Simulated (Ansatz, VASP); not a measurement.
**Two plane-wave programs on Si2N**

```
Si N
1.0
     4.90542    0.00000    0.00000
     0.00000    5.00319    0.00000
     0.00000    0.00000    3.29480
Si N
4 2
Cartesian
  1.4122 1.5969 0.0000
  1.0405 4.0985 1.6474
  3.4932 3.4063 0.0000
  3.8649 0.9047 1.6474
  0.0000 0.0000 0.0000
  2.4527 2.5016 1.6474
```

Change from the starting cell: species swapped into the NiF2 type (Pnnm, No. 58).

Alike in both runs: task single point; functional PBE; k mesh 4 × 4 × 6; occupations gaussian, width 0.1 eV; no spin polarisation.

|  | VASP | Ansatz |
| --- | --- | --- |
| version | VASP 6.6.1 | Ansatz 0.2.0 |
| potentials or method | VASP PAW PBE potentials, release 64 (Si, N) | scalar-relativistic, plane waves, PAW |
| plane-wave cutoff (eV) | 520 | 420 |
| valence electrons in the cell | 26 | 26 |

Ansatz gave:

| Quantity | Value |
| --- | --- |
| gap on the k mesh at the Fermi level (eV) | none |
| pressure (GPa) | -2.3 |
| largest component of the traceless stress (GPa) | 3.26 |
| rms of the force components (eV/Å) | 0.397 |

Task: What did VASP give for the same quantities?

Result: gap on the k mesh at the Fermi level (eV): none; pressure (GPa): -2.3; largest component of the traceless stress (GPa): 3.26; rms of the force components (eV/Å): 0.396.

Atom by atom the forces differ by 0.001 eV/Å (rms over components). A gap of «none» marks a metal or a gap that the smearing closes. The functional is the same, so the differences come from potentials, cutoffs and numerics.
